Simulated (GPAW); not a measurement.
A run of GPAW 26.7.0:

File run.py:

```python
import json
import numpy as np
from ase.dft.bandgap import bandgap
from ase.io import read, write
from gpaw import GPAW, PW, setup_paths
from gpaw.response.g0w0 import G0W0

setup_paths.insert(0, '.')

atoms = read('Ge.xyz')

calc = GPAW(mode=PW(450),
            xc='AM05',
            kpts={'size': (4, 4, 4), 'gamma': True},
            occupations={'name': 'fermi-dirac', 'width': 0.001},
            nbands=11,
            convergence={'density': 1e-06},
            maxiter=150,
            txt='gpaw.txt')
atoms.calc = calc
energy = atoms.get_potential_energy()
calc.write('gs.gpw')
write('result.traj', atoms)
print(f'Energy: {energy:.6f} eV')
print('Fermi level:', round(calc.get_fermi_level(), 4), 'eV')
print(f'Gap: {bandgap(calc)[0]:.4f} eV, direct: {bandgap(calc, direct=True)[0]:.4f} eV')

calc.diagonalize_full_hamiltonian(nbands=106)
calc.write('full.gpw', mode='all')

ibz = calc.get_ibz_k_points()
gap, vbm, cbm = bandgap(calc, output=None)
gap, direct, _ = bandgap(calc, direct=True, output=None)
gamma = int(np.abs(ibz).sum(1).argmin())
kpts = sorted({gamma, vbm[1], cbm[1], direct[1]})
gw = G0W0(calc='full.gpw',
          filename='gw',
          ecut=100,
          ecut_extrapolation=True,
          relbands=(-2, 2),
          kpts=kpts,
          integrate_gamma='WS',
          ppa=True)
gw.calculate()
results = {mode: {key: np.asarray(r[key]).tolist() for key in ['f', 'eps', 'vxc', 'exx', 'sigma', 'Z', 'qp', 'sigma_eskn']}
           for mode, r in gw.all_results.items()}
json.dump({'kpts': ibz[kpts].tolist(), 'results': results}, open('gw.json', 'w'))
for mode, r in results.items():
    f, qp = np.array(r['f']), np.array(r['qp'])
    print(mode, 'quasiparticle energies (eV):')
    print(qp.round(3))
    print(mode, 'gap:', round(qp[f < 0.5].min() - qp[f > 0.5].max(), 4), 'eV')
```

Contents of Ge.xyz:

```xyz
2
Lattice="0.0000000000 2.8289100000 2.8289100000 2.8289100000 0.0000000000 2.8289100000 2.8289100000 2.8289100000 0.0000000000" Properties=species:S:1:pos:R:3 pbc="T T T"
Ge     4.2433650000      4.2433650000      4.2433650000
Ge     2.8289100000      2.8289100000      2.8289100000
```

Potentials or basis: PAW data sets generated in the run's folder for this functional, pw.

Run with:

```sh
$ gpaw-setup -x -f AM05 Ge
$ OMP_NUM_THREADS=1 python run.py
```

Hardware: 1 thread of Intel(R) Xeon(R) Processor @ 2.50GHz (Skylake/Cascade Lake), with other jobs on the host.

Estimate the wall time of this run.

Run time: 92 s on 1 thread of Intel(R) Xeon(R) Processor @ 2.50GHz (Skylake/Cascade Lake), on a shared host, peak memory 0.26 GiB. Counts: scf iterations 10, plane waves 992, bands 11, k points 8.
